**Q:** Here are computed levels of iridium metal at seven points of reciprocal space.

Kohn-Sham levels of fcc iridium from exciting sodium, with PBE and all-electron LAPW+lo (rgkmax 9, IORA* valence relativity), without spin polarisation or spin-orbit coupling. The k mesh is 12×12×12, with Gaussian smearing of 0.019 eV. Energies are counted from the Fermi energy, and points are given in reciprocal vectors of the one-atom cell.

```csv
point a (reciprocal cell vector),point b (reciprocal cell vector),point c (reciprocal cell vector),level point (row),level under 4 (eV),level under 3 (eV),level under 2 (eV),level under 1 (eV),level over 1 (eV),level over 2 (eV)
0.0000,0.0000,0.0000,1,-3.96,-3.96,-1.243,-1.243,13.559,19.100
0.3333,0.0000,0.0000,2,-3.74,-3.56,-0.261,-0.261,11.235,15.071
0.5000,0.0000,0.0000,3,-8.20,-4.07,-4.069,-0.806,0.894,0.894
0.2500,0.2500,0.0000,4,-3.12,-1.94,-1.937,-0.273,17.744,18.072
0.3333,0.3333,0.0000,5,-6.75,-2.21,-0.545,-0.545,0.270,15.160
0.4167,0.4167,0.0000,6,-49.68,-49.68,-7.858,-7.267,0.138,0.696
0.7500,0.5000,0.2500,7,-6.36,-4.95,-4.954,-1.871,1.491,8.200
```

How do I read it, and which d levels lie higher in the first row?

**A:** The heading names the program, exciting, and its release, sodium; the metal is iridium. Zero is the Fermi energy. "Level under 1" is the highest filled level at a point and "level over 1" the lowest empty one. The "level point" numbers are the rows: 1 is the zone centre Γ, 3 is L and 7 is W; row 2 lies between Γ and L, and rows 4 to 6 lie on the way from Γ to X.

At Γ the two levels at -1.24 eV lie 2.7 eV above those at -3.96 eV. Cubic symmetry sorts the five d orbitals into a set of two and a set of three, and the lower entries belong to the set of three. At Γ the wave has the same phase on every atom. The orbitals xy, xz and yz point their lobes at the twelve neighbours, so lobes of equal sign meet head-on and bond. The other two orbitals point between the neighbours and touch them mostly side-on; with equal phases, lobes of opposite sign then face each other, which costs energy.

**Q:** In the first row the next level up is at 13.56 eV. Is that a gap of almost 15 eV?

**A:** No, iridium is a metal. The columns count levels from the Fermi energy and do not follow one band from row to row. At Γ the whole group of six levels built from 5d and 6s is filled, so the next level belongs to a higher band. At L two members of the group have emptied, and the next level is only 0.89 eV above zero.

You can watch a band cross. The upper pair is at -1.24 eV at Γ, at -0.26 eV in row 2 and at 0.89 eV at L. A band that is filled at one point and empty at another makes a metal, however wide the separation at any single point.

**Q:** Then what are the two levels near -50 eV in row 6? Does a band plunge there?

**A:** Those are inner electrons, probably 5p. They appear because the columns list the four highest filled levels at each point. In row 6 only two valence levels remain filled, so the count runs on into the semicore, about 42 eV further down. The jump is useful all the same: if two of the six s-d levels are filled, four must be empty. Near X most of the group has been pushed above the Fermi energy.

**Q:** What pushes the levels up on the way to X?

**A:** The phase between neighbouring atoms. Take X along the z axis. The four neighbours in the xy plane keep the phase of the central atom, while the eight above and below it gradually turn to the opposite phase. An overlap that was bonding at Γ becomes antibonding for those eight.

Whether a level rises, and how far, depends on where its lobes point. The orbitals xz and yz aim theirs at exactly the neighbours that change phase, so they lose all their head-on bonding. The orbital x²-y² aims between neighbours and has less to lose. From row 1 to row 5 the pair does climb 3.4 eV and the single level only 1.5 eV. The orbital names come from symmetry and the usual band order of such metals; the table itself shows the pair by its equal energies.

Not every level rises. The third orbital of the lower set at Γ, xy, aims at the four neighbours that keep their phase, so its head-on bonding stays. Its side-on contacts with the other eight cost energy at Γ and turn bonding towards X, so it sinks. It is probably one of the two levels below -7 eV in row 6.

**Q:** Can you turn that into a number I could check?

**A:** Yes. Let $\theta = 2\pi\times$ "point a", which runs from 0 at Γ to 180° at X. Neighbours in the plane add a constant to the energy, and the eight others add a term in $\cos\theta$. Second neighbours, one cube edge away, add a constant and a term in $\cos 2\theta$, which is $2\cos^2\theta-1$. For a level that hardly mixes with others this gives

$$E = A + B\cos\theta + C\cos^2\theta .$$

Take the single level and let rows 1, 4 and 5 set the constants. Their cosines are 1, 0 and -1/2, so, in eV,

$$A=-0.273,\qquad A+B+C=-1.243,\qquad A-\tfrac12B+\tfrac14C=0.270 .$$

The solution is $B=-1.047$ and $C=0.077$. Row 6 played no part in this. Its cosine is -0.866, so

$$E = -0.273+0.907+0.058 = 0.692\ \text{eV}.$$

The second empty level in row 6 is at 0.696 eV.

**Q:** That looks almost too good. How much does it prove?

**A:** Less than the third decimal suggests. The same steps put the pair at 0.64 eV, so either the pair or the single level could be the one in the table. The lowest empty level, at 0.14 eV, can hardly be either of them: the pair would show up twice, and the single level would have to fall back from 0.27 eV. It is most likely a level that mixes s, p and d character. What the test supports is the shape of the rise, which slows towards X; another smooth curve with three constants could do as well.

Simpler shapes do worse, as the output after this text shows. A parabola through rows 1 and 4, as for a nearly free electron, puts both levels near 1.5 eV or higher: it keeps steepening, whereas a phase effect levels off once the neighbours are fully reversed. Nearest neighbours alone, set by the same two rows, serve the single level fairly well but leave the pair below the Fermi energy, where row 6 has no room for it. The pair needs the second neighbours, or some mixing that behaves like them.

**Q:** Does the same reasoning work towards L?

**A:** The phases do, but one orbital at a time is no longer enough. At L six neighbours have the same phase as the central atom and six the opposite one. Along this direction symmetry also lets the upper pair from Γ mix with two of the three lower orbitals. Levels that mix push each other apart.

The table shows the result: at L the two pairs are 5.0 eV apart, almost twice the distance between the two d sets at Γ. The upper pair takes nearly all of the change, while the lower one stays close to -4 eV. A plausible reading is that the lower pair loses bonding through the reversed phases and is pushed back down by the mixing.

**Q:** Which digits can I trust, and what would change with another setting or another metal?

**A:** The pair in row 4 is printed as -1.94 and -1.937 eV; that difference is rounding. The larger limit is physical. Spin-orbit coupling is left out, and in a heavy metal such as iridium it moves levels by tenths of an eV. It would split the threefold level at Γ and the upper pair at L. Four of the seven rows have a level within 0.3 eV of the Fermi energy, so which of these are filled, and hence the fine shape of the Fermi surface, should not be read from this table. The rises of 1.5 to 3.4 eV are much larger than such shifts, so they are safe in size, though not to the last digit.

Rhodium, just above iridium in the periodic table, has the same structure and the same number of valence electrons. Its pattern would be similar, with a narrower d band and weaker spin-orbit coupling. Platinum and gold keep the structure but bring one and two more electrons. The neighbour phases still lift the upper d levels towards the zone faces, but the Fermi energy sits higher in the pattern. The levels that are highest near X, L and W are the last to fill; platinum still has a few of them empty, and in gold the d band is full.

The analysis program printed:

```
Separation across the Fermi energy and distance of the nearest level in eV:
     row  separation  nearest level
     0.0        14.8          1.243
  0.3333        11.5          0.261
     0.5         1.7          0.806
    0.25       18.02          0.273
  0.3333       0.815           0.27
  0.4167       7.405          0.138
    0.75       3.362          1.491
Gamma, twofold less threefold d level, eV: 2.717
L, upper less lower twofold level, eV: 4.963
Rise of the upper pair from Gamma to L, eV: 2.137
Rise of the single level from row 1 to row 5, eV: 1.513
Rise of the pair from row 1 to row 5, eV: 3.415
Row 6, single level from first and second neighbours, eV: 0.6921
Row 6, pair from first and second neighbours, eV: 0.6352
Row 6, single prediction less level over 2, eV: -0.003859
Row 6, pair prediction less level over 2, eV: -0.06081
Row 6, single level from nearest neighbours only, eV: 0.5671
Row 6, pair from nearest neighbours only, eV: -0.1848
Row 6, single level from a parabola, eV: 1.452
Row 6, pair from a parabola, eV: 1.66
Row 6, valence level under 2 less semicore level, eV: 41.82
Number of rows with a level within 0.3 eV of the Fermi energy: 4
```
